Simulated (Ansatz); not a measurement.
**FeO under changes of volume**

One of the cells (10.338 Å³/atom); the others are scaled copies at fixed shape and fractional positions:

```xyz
2
Lattice="2.9029 0.0000 0.0000 -1.4515 2.5140 0.0000 0.0000 0.0000 2.8331" Properties=species:S:1:pos:R:3 pbc="T T T"
Fe    0.0000    0.0000    0.0000
O     1.4515    0.8380    1.4165
```

The cell comes from a database or a generator and needn't be the stable form of this composition.

```yaml
Program: Ansatz 0.2.0
Functional: PBE
Potentials_or_basis: Ansatz PAW
Cutoff: "420 eV (not typed: the program's choice for these potentials)"
k_mesh: 10 × 10 × 9
Occupations: fermi-dirac, width 0.05 eV
Spin: collinear spin, ferromagnetic start
Starting_moments: "[3.0, 0.0] μB"
```

```csv
volume (Å³/atom),energy over the lowest point (meV/atom),pressure (GPa)
9.718,0.00,0.2
9.924,2.30,-3.8
10.131,9.43,-7.3
10.338,20.91,-10.4
10.545,?,?
10.751,54.88,-15.7
10.958,76.53,-17.8
```

Task: What does the run at 10.545 Å³/atom give?

Result: Energy over the lowest point 36.21 meV/atom; pressure -13.2 GPa.

Worked out: A Birch-Murnaghan fit of order 3 (a polynomial in V^(-2/3)) to the other rows has its minimum at 9.73 Å³/atom with B0 = V·E''(V) = 199 GPa and B' = 4.8 at fixed shape and positions, which overstates the stiffness. It gives 36.25 meV/atom at 10.545 Å³/atom, against the run's 36.21, and -dE/dV = -13.2 GPa, against -13.2.

Energies are extrapolated to zero smearing.

Caveats: a cell with one magnetic atom can't hold antiferromagnetic order, which such compounds often take.
